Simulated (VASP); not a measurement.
# InSb (F-43m) in VASP: notebook

The runs below take InSb through single point, with PBE.

Everything below comes from runs of VASP 6.6.1. Logs are shortened: lines on timing, memory, paths and dates and some standing lists are left out, and cuts for length are marked.

**Measured values to compare with.**

“Electronic Structure and Epitaxy of CdTe Shells on InSb Nanowires”, 2021, arxiv:2111.05126 quotes, for a bulk crystal of InSb: band gap 0.24 eV.

The runs below are set against these values where they give the same quantity.

**1. The structure**

It takes space group F-43m (No. 216, cubic). Conventional cell: a = 6.478 Å, b = 6.478 Å, c = 6.478 Å, α = 90.00°, β = 90.00°, γ = 90.00°. In (site symmetry -43m) is surrounded by 4 Sb at 2.81 Å. Sb (site symmetry -43m) has 4 In at 2.81 Å as nearest neighbours.

**2. Single point, PBE**

INCAR

```
SYSTEM = InSb
ALGO = Normal ; EDIFF = 1E-7
ENCUT = 450 ; GGA = PE
ISIF = 2 ; ISMEAR = 0
LASPH = .TRUE. ; LCHARG = .FALSE.
LREAL = .FALSE. ; LWAVE = .FALSE.
NBANDS = 16 ; NELM = 80
PREC = Accurate ; SIGMA = 0.02
```

KPOINTS

```
k-points
0
G
  6 6 6
  0 0 0
```

POSCAR

```
InSb
1.0
    0.0000000000      3.2391000000      3.2391000000
    3.2391000000      0.0000000000      3.2391000000
    3.2391000000      3.2391000000      0.0000000000
In Sb
1 1
Direct
    0.0000000000      0.0000000000      0.0000000000
    0.2500000000      0.2500000000      0.2500000000
```

Potentials or basis: VASP PAW PBE potentials, release 64 (In_d, Sb).

The run is started by

```sh
$ cat potpaw_PBE.64/In_d/POTCAR potpaw_PBE.64/Sb/POTCAR > POTCAR
$ mpirun -np 1 vasp_std > vasp.out
```

OUTCAR:

```text
SYSTEM = InSb
   EDIFF = 1E-7
   ENCUT = 450
   GGA = PE
   ISIF = 2
   ISMEAR = 0
   LASPH = .TRUE.
   LREAL = .FALSE.
   NELM = 80
   PREC = Accurate

 ion  position               nearest neighbor table
   1  0.000  0.000  0.000-   2 2.81   2 2.81   2 2.81   2 2.81
   2  0.250  0.250  0.250-   1 2.81   1 2.81   1 2.81   1 2.81

  LATTYP: Found a face centered cubic cell.
 ALAT       =     6.4782000000

  Lattice vectors:

 A1 = (   0.0000000000,   3.2391000000,   3.2391000000)
 A2 = (   3.2391000000,   0.0000000000,   3.2391000000)
 A3 = (   3.2391000000,   3.2391000000,   0.0000000000)

Analysis of symmetry for initial positions (statically):
=====================================================================
 Subroutine PRICEL returns:
 Original cell was already a primitive cell.

 Routine SETGRP: Setting up the symmetry group for a
 face centered cubic supercell.

 Subroutine GETGRP returns: Found 24 space group operations
 (whereof 24 operations were pure point group operations)
 out of a pool of 48 trial point group operations.

The static configuration has the point symmetry T_d .

Analysis of symmetry for dynamics (positions and initial velocities):
=====================================================================
 Subroutine PRICEL returns:
 Original cell was already a primitive cell.

 Routine SETGRP: Setting up the symmetry group for a
 face centered cubic supercell.

 Subroutine GETGRP returns: Found 24 space group operations
 (whereof 24 operations were pure point group operations)
 out of a pool of 48 trial point group operations.

The dynamic configuration has the point symmetry T_d .

 Subroutine INISYM returns: Found 24 space group operations
 (whereof 24 operations are pure point group operations),
 and found     1 'primitive' translations

----------------------------------------------------------------------------------------

                                     Primitive cell

  volume of cell :      67.9678

  direct lattice vectors                    reciprocal lattice vectors
     0.000000000  3.239100000  3.239100000    -0.154363867  0.154363867  0.154363867
     3.239100000  0.000000000  3.239100000     0.154363867 -0.154363867  0.154363867
     3.239100000  3.239100000  0.000000000     0.154363867  0.154363867 -0.154363867

  length of vectors
     4.580779150  4.580779150  4.580779150     0.267366060  0.267366060  0.267366060

  position of ions in fractional coordinates (direct lattice)
     0.000000000  0.000000000  0.000000000
     0.250000000  0.250000000  0.250000000

  ion indices of the primitive-cell ions
   primitive index   ion index
                 1           1
                 2           2

----------------------------------------------------------------------------------------

 KPOINTS: k-points

Automatic generation of k-mesh.
 Grid dimensions read from file:
 generate k-points for:    6    6    6

 Generating k-lattice:

  Cartesian coordinates                     Fractional coordinates (reciprocal lattice)
    -0.025727311  0.025727311  0.025727311     0.166666667  0.000000000  0.000000000
     0.025727311 -0.025727311  0.025727311     0.000000000  0.166666667  0.000000000
     0.025727311  0.025727311 -0.025727311     0.000000000  0.000000000  0.166666667

  Length of vectors
     0.044561010  0.044561010  0.044561010

  Shift w.r.t. Gamma in fractional coordinates (k-lattice)
     0.000000000  0.000000000  0.000000000

 Subroutine IBZKPT returns following result:
 ===========================================

 Found     16 irreducible k-points:

 Following reciprocal coordinates:
            Coordinates               Weight
  0.000000  0.000000  0.000000      1.000000
  0.166667  0.000000  0.000000      8.000000
  0.333333  0.000000  0.000000      8.000000
  0.500000  0.000000  0.000000      4.000000
  0.166667  0.166667  0.000000      6.000000
  0.333333  0.166667  0.000000     24.000000
[... 8 lines left out ...]
 -0.333333  0.333333  0.166667     24.000000
 -0.333333  0.500000  0.166667     12.000000
   k-points           NKPTS =     16   k-points in BZ     NKDIM =     16   number of bands    NBANDS=     16
   number of dos      NEDOS =    301   number of ions     NIONS =      2
   total plane-waves  NPLWV =  32768
   dimension x,y,z NGX =    32 NGY =   32 NGZ =   32
   dimension x,y,z NGXF=    64 NGYF=   64 NGZF=   64
   ions per type =               1   1
   NGX,Y,Z   is equivalent  to a cutoff of  11.61, 11.61, 11.61 a.u.
   NGXF,Y,Z  is equivalent  to a cutoff of  23.23, 23.23, 23.23 a.u.
 SYSTEM =  InSb
   PREC   = accura    normal or accurate (medium, high low for compatibility)
   ISTART =      0    job   : 0-new  1-cont  2-samecut
   ICHARG =      2    charge: 1-file 2-atom 10-const
   ISPIN  =      1    spin polarized calculation?
   LNONCOLLINEAR =      F non collinear calculations
   LSORBIT =      F    spin-orbit coupling
   LASPH  =      T    aspherical Exc in radial PAW
   ENCUT  =  450.0 eV  33.07 Ry    5.75 a.u.   7.92  7.92  7.92*2*pi/ulx,y,z
   NELM   =     80;   NELMIN=  2; NELMDL= -5     # of ELM steps
   EDIFF  = 0.1E-06   stopping-criterion for ELM
   LREAL  =      F    real-space projection
   EDIFFG = 0.1E-05   stopping-criterion for IOM
   NSW    =      0    number of steps for IOM
   IBRION =     -1    ionic relax: 0-MD 1-quasi-New 2-CG
   NFREE  =      0    steps in history (QN), initial steepest desc. (CG)
   ISIF   =      2    stress and relaxation
   ISYM   =      2    0-nonsym 1-usesym 2-fastsym
   POTIM  = 0.5000    time-step for ionic-motion
   TEBEG  =    0.0;   TEEND  =   0.0 temperature during run
   PSTRESS=    0.0 pullay stress
   NELECT =      18.0000    total number of electrons
   NUPDOWN=      -1.0000    fix difference up-down
   EMIN   =  10.00;   EMAX   =-10.00  energy-range for DOS
   EFERMI =   0.00;   METHOD = LEGACY
   ISMEAR =     0;   SIGMA  =   0.02  broadening in eV -4-tet -1-fermi 0-gaus
   EFERMI_NEDOS =   21; number of points for ismear=-14 and -15
   IALGO  =     38    algorithm
   IMIX   =      4    mixing-type and parameters
     AMIX     =   0.40;   BMIX     =  1.00
     AMIX_MAG =   1.60;   BMIX_MAG =  1.00
  volume/ion in A,a.u.               =      33.98       229.33
  Fermi-wavevector in a.u.,A,eV,Ry     =   1.051311  1.986690 15.037912  1.105255
  Thomas-Fermi vector in A             =   2.186349
   LORBIT       =      0    0 simple, 1 ext, 2 COOP (PROOUT), +10 PAW based schemes
   GGA     = PE    functional components
   LHFCALC =     F    Hartree Fock is set to
   AEXX    =    0.0000 exact exchange contribution
   IVDW    =     0    specifies the selected vdW correction
   LEPSILON=     F    determine dielectric tensor
   LRPA    =     F    only Hartree local field effects (RPA)
 non-spin polarized calculation
 Gauss-broadening in eV      SIGMA  =   0.02
  energy-cutoff  :      450.00
  volume of cell :       67.97
 maximum number of plane-waves:      1488
   NGX = 15   NGY = 15   NGZ = 15

 number of electron      18.0000010 magnetization

 Free energy of the ion-electron system (eV)
  ---------------------------------------------------
  ext. energy  EPLUGINS =         0.00000000
  ---------------------------------------------------
  free energy    TOTEN  =        -6.88411692 eV

  energy without entropy =       -6.88397408  energy(sigma->0) =       -6.88404550

 E-fermi :   5.1228     XC(G=0):  -8.6829

 val. band max:        5.1167124536   @ k =   0.0000   0.0000   0.0000
 cond. band min:       5.6529738090   @ k =   0.5000   0.0000   0.0000
 fundamental gap:      0.5362613554
 Fermi energy:         5.1228035960

 k-point     1 :       0.0000    0.0000    0.0000
  band No.  band energies     occupation
      1      -9.4965      2.00000
      2      -9.4965      2.00000
      3      -9.4965      2.00000
      4      -9.4115      2.00000
      5      -9.4115      2.00000
      6      -5.6034      2.00000
[... 8 lines left out ...]
     15      13.3938      0.00000
     16      13.3938      0.00000

 k-point     2 :       0.1667    0.0000    0.0000
  band No.  band energies     occupation
      1      -9.5085      2.00000
      2      -9.4911      2.00000
      3      -9.4911      2.00000
      4      -9.4118      2.00000
      5      -9.4118      2.00000
      6      -5.3542      2.00000
[... 8 lines left out ...]
     15      12.4322      0.00000
     16      12.4322      0.00000

 k-point     3 :       0.3333    0.0000    0.0000
  band No.  band energies     occupation
      1      -9.5321      2.00000
      2      -9.4816      2.00000
      3      -9.4816      2.00000
      4      -9.4111      2.00000
      5      -9.4110      2.00000
      6      -4.7090      2.00000
[... 8 lines left out ...]
     15      12.8506      0.00000
     16      12.8506      0.00000

 k-point     4 :       0.5000    0.0000    0.0000
  band No.  band energies     occupation
      1      -9.5437      2.00000
      2      -9.4777      2.00000
      3      -9.4777      2.00000
      4      -9.4098      2.00000
      5      -9.4098      2.00000
      6      -4.2350      2.00000
[... 8 lines left out ...]
     15      14.3039      0.00000
     16      14.3039      0.00000

 k-point     5 :       0.1667    0.1667    0.0000
  band No.  band energies     occupation
      1      -9.5183      2.00000
      2      -9.4857      2.00000
      3      -9.4857      2.00000
      4      -9.4156      2.00000
      5      -9.4093      2.00000
      6      -5.2697      2.00000
[... 8 lines left out ...]
     15      12.5187      0.00000
     16      13.6722      0.00000

 k-point     6 :       0.3333    0.1667    0.0000
  band No.  band energies     occupation
      1      -9.5379      2.00000
      2      -9.4773      2.00000
      3      -9.4755      2.00000
      4      -9.4180      2.00000
      5      -9.4078      2.00000
      6      -4.7428      2.00000
[... 8 lines left out ...]
     15      13.4512      0.00000
     16      13.7922      0.00000

 k-point     7 :       0.5000    0.1667    0.0000
  band No.  band energies     occupation
      1      -9.5495      2.00000
      2      -9.4736      2.00000
      3      -9.4708      2.00000
      4      -9.4152      2.00000
      5      -9.4086      2.00000
      6      -4.1235      2.00000
[... 8 lines left out ...]
     15      14.1404      0.00000
     16      14.3968      0.00000

 k-point     8 :      -0.3333    0.1667    0.0000
  band No.  band energies     occupation
      1      -9.5442      2.00000
      2      -9.4748      2.00000
      3      -9.4748      2.00000
      4      -9.4126      2.00000
      5      -9.4114      2.00000
      6      -4.2987      2.00000
[... 8 lines left out ...]
     15      12.9692      0.00000
     16      14.2781      0.00000

 k-point     9 :      -0.1667    0.1667    0.0000
  band No.  band energies     occupation
      1      -9.5255      2.00000
      2      -9.4850      2.00000
      3      -9.4812      2.00000
      4      -9.4142      2.00000
      5      -9.4103      2.00000
      6      -4.9648      2.00000
[... 8 lines left out ...]
     15      12.9311      0.00000
     16      13.3313      0.00000

 k-point    10 :       0.3333    0.3333    0.0000
  band No.  band energies     occupation
      1      -9.5580      2.00000
      2      -9.4637      2.00000
      3      -9.4637      2.00000
      4      -9.4255      2.00000
      5      -9.4048      2.00000
      6      -4.3733      2.00000
[... 8 lines left out ...]
     15      14.4814      0.00000
     16      15.3368      0.00000

 k-point    11 :       0.5000    0.3333    0.0000
  band No.  band energies     occupation
      1      -9.5666      2.00000
      2      -9.4606      2.00000
      3      -9.4581      2.00000
      4      -9.4257      2.00000
      5      -9.4050      2.00000
      6      -3.8296      2.00000
[... 8 lines left out ...]
     15      14.7588      0.00000
     16      15.3752      0.00000

 k-point    12 :      -0.3333    0.3333    0.0000
  band No.  band energies     occupation
      1      -9.5586      2.00000
      2      -9.4672      2.00000
      3      -9.4629      2.00000
      4      -9.4185      2.00000
      5      -9.4098      2.00000
      6      -3.7873      2.00000
[... 8 lines left out ...]
     15      12.9046      0.00000
     16      16.1390      0.00000

 k-point    13 :       0.5000    0.5000    0.0000
  band No.  band energies     occupation
      1      -9.5765      2.00000
      2      -9.4524      2.00000
      3      -9.4524      2.00000
      4      -9.4311      2.00000
      5      -9.4025      2.00000
      6      -3.6230      2.00000
[... 8 lines left out ...]
     15      15.3238      0.00000
     16      15.7093      0.00000

 k-point    14 :       0.5000    0.3333    0.1667
  band No.  band energies     occupation
      1      -9.5530      2.00000
      2      -9.4709      2.00000
      3      -9.4653      2.00000
      4      -9.4199      2.00000
      5      -9.4077      2.00000
      6      -4.1809      2.00000
[... 8 lines left out ...]
     15      13.9581      0.00000
     16      15.3891      0.00000

 k-point    15 :      -0.3333    0.3333    0.1667
  band No.  band energies     occupation
      1      -9.5583      2.00000
      2      -9.4700      2.00000
      3      -9.4606      2.00000
      4      -9.4184      2.00000
      5      -9.4096      2.00000
      6      -3.7867      2.00000
[... 8 lines left out ...]
     15      14.7423      0.00000
     16      15.2112      0.00000

 k-point    16 :      -0.3333    0.5000    0.1667
  band No.  band energies     occupation
      1      -9.5671      2.00000
      2      -9.4634      2.00000
      3      -9.4545      2.00000
      4      -9.4241      2.00000
      5      -9.4069      2.00000
      6      -3.5953      2.00000
[... 8 lines left out ...]
     15      14.9012      0.00000
     16      15.6040      0.00000

------------------------ aborting loop because EDIFF is reached ----------------------------------------

  FORCE on cell =-STRESS in cart. coord.  units (eV):
  Direction    XX          YY          ZZ          XY          YZ          ZX
  --------------------------------------------------------------------------------------
  -------------------------------------------------------------------------------------
  Total        1.3683052      1.3683052      1.3683052     -0.0000000     -0.0000000     -0.0000000
  in kB       32.2545131     32.2545131     32.2545131     -0.0000000     -0.0000000     -0.0000000
  external PRESSURE =      32.2545131 kB  Pullay stress =       0.0000000 kB

 VOLUME and BASIS-vectors are now :
 -----------------------------------------------------------------------------
  energy-cutoff  :      450.00
  volume of cell :       67.97
      direct lattice vectors                 reciprocal lattice vectors
     0.000000000  3.239100000  3.239100000    -0.154363867  0.154363867  0.154363867
     3.239100000  0.000000000  3.239100000     0.154363867 -0.154363867  0.154363867
     3.239100000  3.239100000  0.000000000     0.154363867  0.154363867 -0.154363867

 POSITION                                       TOTAL-FORCE (eV/Angst)
 -----------------------------------------------------------------------------------
      0.00000      0.00000      0.00000         0.000000     -0.000000      0.000000
      1.61955      1.61955      1.61955        -0.000000      0.000000      0.000000
 -----------------------------------------------------------------------------------
    total drift:                               -0.000000     -0.000000     -0.000000

  FREE ENERGIE OF THE ION-ELECTRON SYSTEM (eV)
  ---------------------------------------------------
  free  energy   TOTEN  =        -6.8841169159 eV

  energy  without entropy=       -6.8839740804  energy(sigma->0) =       -6.88404550
```

It took 6.9 s on 1 thread of Intel Xeon 6975P-C (Granite Rapids), shared host; peak memory 0.17 GiB.

Results:

```
Free energy            : -6.8841 eV
Pressure               : 3.2 GPa
Band gap on the k mesh : none (metal or under the smearing width)
```

Levels at points of the mesh, in eV from the Fermi level:
```
           k point  band 5  band 6  band 7  band 8  band 9  band 10  band 11  band 12  band 13  band 14
(0.00, 0.00, 0.00)  -14.53  -10.73   -0.19   -0.01   -0.01    -0.01     2.95     2.95     2.95     5.73
(0.50, 0.00, 0.00)  -14.53   -9.36   -5.63   -1.01   -1.01     0.53     3.80     3.80     6.09     8.28
(0.50, 0.50, 0.00)  -14.53   -8.75   -5.93   -2.27   -2.27     1.32     1.34     8.15     8.15     8.80
```

Caveat: this crystal is a semiconductor, whose small gap the functional closes, so the metal is an error of the method.

**3. Single point, PBE**

Edit INCAR of step 2 so:

```diff
@@ -2,3 +2,3 @@
 ALGO = Normal ; EDIFF = 1E-7
-ENCUT = 450 ; GGA = PE
+ENCUT = 520 ; GGA = PE
 ISIF = 2 ; ISMEAR = 0
```

KPOINTS is that of step 2.

POSCAR is that of step 2.

Potentials or basis: VASP PAW PBE potentials, release 64 (In_d, Sb).

The run is started by

```sh
$ cat potpaw_PBE.64/In_d/POTCAR potpaw_PBE.64/Sb/POTCAR > POTCAR
$ mpirun -np 1 vasp_std > vasp.out
```

It took 10 s on 1 thread of Intel Xeon 6975P-C (Granite Rapids), shared host; peak memory 0.2 GiB.

It converged, with:

```yaml
Free_energy: -6.8838 eV
Pressure: 3.2 GPa
Band_gap_on_the_k_mesh: none (metal or under the smearing width)
```

Levels at points of the mesh, in eV from the Fermi level:
```tsv
k point	band 6	band 7	band 8	band 9	band 10	band 11	band 12	band 13
(0.00, 0.00, 0.00)	-10.73	-0.19	-0.01	-0.01	-0.01	2.95	2.95	2.95
(0.50, 0.00, 0.00)	-9.36	-5.63	-1.01	-1.01	0.53	3.80	3.80	6.09
(0.50, 0.50, 0.00)	-8.75	-5.93	-2.27	-2.27	1.32	1.34	8.15	8.15
```

Caveat: this crystal is a semiconductor, whose small gap the functional closes, so the metal is an error of the method. The run has no spin-orbit coupling, so splittings on Sb are missing.

(Part 1 of 2 ends here.)
